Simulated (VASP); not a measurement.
Output of a VASP run:

**OSZICAR**
```
       N       E                     dE             d eps       ncg     rms          rms(c)
DAV:   1     0.431815171469E+02    0.43182E+02   -0.63560E+03   700   0.129E+03
DAV:   2    -0.109997240627E+02   -0.54181E+02   -0.52399E+02   802   0.244E+02
DAV:   3    -0.162650874762E+02   -0.52654E+01   -0.52472E+01  1276   0.627E+01
DAV:   4    -0.163183155850E+02   -0.53228E-01   -0.53182E-01   908   0.757E+00
DAV:   5    -0.163187728868E+02   -0.45730E-03   -0.45727E-03  1060   0.496E-01    0.766E+00
DAV:   6    -0.144947360539E+02    0.18240E+01   -0.10157E+01   702   0.202E+01    0.291E+00
DAV:   7    -0.144601090551E+02    0.34627E-01   -0.24303E-01   780   0.419E+00    0.148E+00
DAV:   8    -0.144571719468E+02    0.29371E-02   -0.64748E-02   712   0.313E+00    0.351E-01
DAV:   9    -0.144560518465E+02    0.11201E-02   -0.62644E-03   854   0.721E-01    0.103E-01
DAV:  10    -0.144565195385E+02   -0.46769E-03   -0.10211E-03   752   0.276E-01    0.359E-02
DAV:  11    -0.144565126295E+02    0.69090E-05   -0.35363E-05  1024   0.753E-02    0.994E-03
DAV:  12    -0.144565132995E+02   -0.67000E-06   -0.44175E-06   870   0.201E-02    0.181E-03
DAV:  13    -0.144565134365E+02   -0.13704E-06   -0.62892E-07   920   0.758E-03    0.861E-04
DAV:  14    -0.144565134299E+02    0.66318E-08   -0.87408E-09   452   0.116E-03
   1 F= -.14456513E+02 E0= -.14456513E+02  d E =0.000000E+00
```

File OUTCAR:
```
------------------------ aborting loop because EDIFF is reached ----------------------------------------
  FORCE on cell =-STRESS in cart. coord.  units (eV):
  Direction    XX          YY          ZZ          XY          YZ          ZX
  --------------------------------------------------------------------------------------
  Total        0.0497863      0.0497863      0.0497863      0.0000000      0.0000000     -0.0000000
  in kB        3.2355946      3.2355946      3.2355946      0.0000000      0.0000000     -0.0000000
  external PRESSURE =       3.2355946 kB  Pullay stress =       0.0000000 kB
  volume of cell :       24.65
      direct lattice vectors                 reciprocal lattice vectors
     0.000000000  2.310000000  2.310000000    -0.216450216  0.216450216  0.216450216
     2.310000000  0.000000000  2.310000000     0.216450216 -0.216450216  0.216450216
     2.310000000  2.310000000  0.000000000     0.216450216  0.216450216 -0.216450216
 POSITION                                       TOTAL-FORCE (eV/Angst)
 -----------------------------------------------------------------------------------
      1.15500      1.15500      1.15500        -0.000000      0.000000     -0.000000
      3.46500      3.46500      3.46500         0.000000     -0.000000      0.000000
      0.00000      0.00000      0.00000        -0.000000     -0.000000     -0.000000
 -----------------------------------------------------------------------------------
    total drift:                               -0.000000      0.000000      0.000000
  FREE ENERGIE OF THE ION-ELECTRON SYSTEM (eV)
  ---------------------------------------------------
  free  energy   TOTEN  =       -14.4565134299 eV

  energy  without entropy=      -14.4565134299  energy(sigma->0) =      -14.45651343

 total charge

# of ion       s       p       d       tot
------------------------------------------
    1        2.035   0.082   0.000   2.117
    2        2.035   0.082   0.000   2.117
    3        1.531   3.502   0.000   5.033
--------------------------------------------------
tot          5.601   3.665   0.000   9.267

 Electric field gradients after diagonalization (V/A^2)
 (convention: |V_zz| > |V_xx| > |V_yy|)
----------------------------------------------------------------------
 ion       V_xx      V_yy      V_zz     asymmetry (V_yy - V_xx)/ V_zz
----------------------------------------------------------------------
   1      -0.006    -0.006     0.012       0.000
   2      -0.006    -0.006     0.012       0.000
   3      -0.004    -0.004     0.007       0.000
```
(Selected blocks of OUTCAR.)

**POSCAR**
```
Li2O
1
    0.0000000000     2.3100000000     2.3100000000
    2.3100000000     0.0000000000     2.3100000000
    2.3100000000     2.3100000000     0.0000000000
Li O
2 1
Direct
  0.2500000000   0.2500000000   0.2500000000
  0.7500000000   0.7500000000   0.7500000000
  0.0000000000   0.0000000000   0.0000000000
```

Reconstruct the remaining input files.

One answer among several that fit: the input of the run itself, PW91 GGA, plane waves, VASP's PBE PAW potentials (set 64).

INCAR:
```
! general
SYSTEM  =  Li2O
PREC    =  Accurate
ENCUT   =  520   ! plane-wave cut-off (eV)
LREAL   =  .FALSE.
LASPH   =  .TRUE.

! electronic loop
EDIFF   =  1E-7   ! SCF stop (eV)
NELM    =  100
ALGO    =  Normal   ! blocked Davidson

! smearing
ISMEAR  =  -5   ! tetrahedra, Bloechl

! functional
GGA     =  91

! ions
ISIF    =  2   ! forces and stress, cell fixed

! output
LWAVE   =  .FALSE.
LCHARG  =  .TRUE.
LORBIT  =  11   ! lm-projected
NEDOS   =  601   ! DOS grid

! other
LEFG    =  .TRUE.
```

### KPOINTS
```
Automatic
0
gamma
 9 9 9
```

POTCAR, in this order: Li_sv O (PBE.64 set). Program: vasp_std.

The compound is Li2O in the antifluorite structure. The cell was not relaxed at this level.
